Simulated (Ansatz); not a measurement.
## BaS: one input, then a changed one

The cell is built from the zincblende type as a first guess.

First run: DFT, PBE, PAW with Ansatz's default frozen-core files, scalar-relativistic (Ansatz 0.2.0).

Command: `ansatz run input.yaml --threads 1 --pin off --max-ram 2048MiB --backend cpu --events-out ev --progress --plain --runs-dir out` The run took about 7.2 s on 1 thread of a shared machine.

```yaml
crystal:
  lattice:
    - [0.0, 3.2195088072, 3.2195088072]
    - [3.2195088072, 0.0, 3.2195088072]
    - [3.2195088072, 3.2195088072, 0.0]
  atoms:
    - { symbol: Ba, position: [0.0, 0.0, 0.0] }
    - { symbol: S, position: [0.25, 0.25, 0.25] }
kpoints:
  mp_grid: { grid: [9, 9, 9] }
scf:
  occupations: { method: fermi_dirac, width: 0.08 }
hamiltonian:
  xc: pbe
  pseudopotentials: { kind: paw }
output:
  forces: true
  stress: true
relax:
  f_tol: 0.005
  max_steps: 80
  cell: {}
```

Result: converged; relaxed volume 43.471 Å³/atom; 35 SCF iterations in all.

Spin–orbit coupling is left out, though it moves levels of the heavy atoms by tenths of an eV or more.

The input is then changed:

```diff
@@ -11,6 +11,7 @@
 scf:
   occupations: { method: fermi_dirac, width: 0.08 }
+  mixing: { preconditioner: local_kerker }
 hamiltonian:
-  xc: pbe
+  xc: lda
   pseudopotentials: { kind: paw }
 output:
```

**Question.** What does the second run give?

**Answer.** It converged; relaxed volume 40.458 Å³/atom; 32 SCF iterations in all.
